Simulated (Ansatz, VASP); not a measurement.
One calculation of Ca, two programs

The input POSCAR:

```
Ca
1.0
    1.9712759950     -3.3954901800      0.0000000000
    1.9712759950      3.3954901800      0.0000000000
    0.0000000000      0.0000000000      6.5091117400
Ca
2
Direct
    0.8355866000      0.1644134000      0.2500000000
    0.1644134000      0.8355866000      0.7500000000
```

The input INCAR.step1:

```
  PREC = Accurate
  ENCUT = 520
  ISMEAR = 0
  SIGMA = 0.1
  LREAL = False
  LASPH = True
  NELM = 100
  NBANDS = 17
  GGA = PE
  ALGO = Normal
  EDIFF = 1E-4
  LWAVE = True
  LCHARG = False
```

The input INCAR.step2:

```
  PREC = Accurate
  ENCUT = 520
  EDIFF = 1E-6
  ISMEAR = 0
  SIGMA = 0.1
  LREAL = False
  LASPH = True
  NELM = 100
  ALGO = Normal
  ISIF = 2
  LWAVE = False
  LCHARG = True
  METAGGA = R2SCAN
  LMIXTAU = True
  LELF = True
  LVHAR = True
  NBANDS = 17
  ISTART = 1
```

The input KPOINTS:

```
regular mesh
0
Gamma
  8 8 4
```

Input for Ansatz:

```yaml
crystal:
  lattice:
    - [1.971275995, -3.39549018, 0.0]
    - [1.971275995, 3.39549018, 0.0]
    - [0.0, 0.0, 6.50911174]
  atoms:
    - { symbol: Ca, position: [0.8355866, 0.1644134, 0.25] }
    - { symbol: Ca, position: [0.1644134, 0.8355866, 0.75] }
basis:
  ecutwfc: 500
kpoints:
  mp_grid: { grid: [8, 8, 4] }
hamiltonian:
  xc: r2scan
scf:
  occupations: { method: gaussian, width: 0.1 }
output:
  forces: true
  stress: true
  eigenvalues: true
```

Alike in both runs: task single point; functional r2SCAN; k mesh 8 × 8 × 4; occupations gaussian, width 0.1 eV; no spin polarisation.

|  | VASP | Ansatz |
| --- | --- | --- |
| version | VASP 6.6.1 | Ansatz 0.2.0 |
| potentials or method | VASP PAW PBE potentials, release 64 (Ca_sv) | scalar-relativistic, plane waves, PAW |
| plane-wave cutoff (eV) | 520 | 500 |
| valence electrons in the cell | 20 | 20 |

|  | VASP | Ansatz | Ansatz less VASP |
| --- | --- | --- | --- |
| gap on the k mesh at the Fermi level (eV) | none | none | - |
| pressure (GPa) | 0.0 | -0.1 | -0.05 |
| largest component of the traceless stress (GPa) | 0.15 | 0.16 | +0.002 |
| rms of the force components (eV/Å) | 0.010 | 0.010 | +0.0002 |

Atom by atom the forces differ by 0.000 eV/Å (rms over components). A gap of «none» marks a metal or a gap that the smearing closes. The functional is the same, so the differences come from potentials, cutoffs and numerics.

Caveats: the PAW data sets were made with another functional, which shifts forces and pressure a little (VASP).
